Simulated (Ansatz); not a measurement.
Crystal: BaTiO3 (Barioperovskite).

```xyz
5
Lattice="3.9855 0.0000 0.0000 0.0000 2.8369 2.8451 0.0000 -2.8369 2.8451" Properties=species:S:1:pos:R:3 pbc="T T T"
Ba    0.0000    0.0000    0.0000
Ti    1.9928    0.0000    2.9157
O     1.9928    1.3804    4.2594
O     1.9928   -1.3804    4.2594
O     0.0000    0.0000    2.7735
```

Base run:

- Program: Ansatz 0.2.0
- Functional: r2SCAN
- Potentials or basis: Ansatz PAW
- Cutoff: 500 eV (not typed: the program's choice for these potentials)
- k mesh: 7 × 7 × 7
- Occupations: fermi-dirac, width 0.05 eV
- Spin: no spin polarisation

Its results: band gap on the k mesh 2.34 eV, indirect (least direct gap 2.44 eV); pressure -0.9 GPa; largest force 0.314 eV/Å.

After a change of settings the same cell gave: band gap on the k mesh 1.94 eV, indirect (least direct gap 2.00 eV); pressure -3.9 GPa; largest force 0.287 eV/Å. Which change was it?
A. functional from r2SCAN to PBE; cutoff from 500 eV (not typed: the program's choice for these potentials) to 420 eV (not typed: the program's choice for these potentials); k mesh from 7 × 7 × 7 to 9 × 9 × 9
B. functional from r2SCAN to PBE; potentials or basis from Ansatz PAW to PseudoDojo standard (PBE files); cutoff from 500 eV (not typed: the program's choice for these potentials) to 1143 eV
C. functional from r2SCAN to PBEsol; cutoff from 500 eV (not typed: the program's choice for these potentials) to 420 eV (not typed: the program's choice for these potentials); spin from no spin polarisation to spin-orbit coupling, no magnetisation; potential files from those of the base run to others of the same set
D. functional from r2SCAN to PBE; cutoff from 500 eV (not typed: the program's choice for these potentials) to 420 eV (not typed: the program's choice for these potentials)

C.

Caveats: the k mesh misses the band edges, so the gap on the mesh is wider than the one along the path; the PAW data sets come from PBE, with cores solved anew for the run's functional, which leaves a small shift of forces and pressure; spin-orbit coupling is left out, which moves the levels of the heavy elements (some runs).
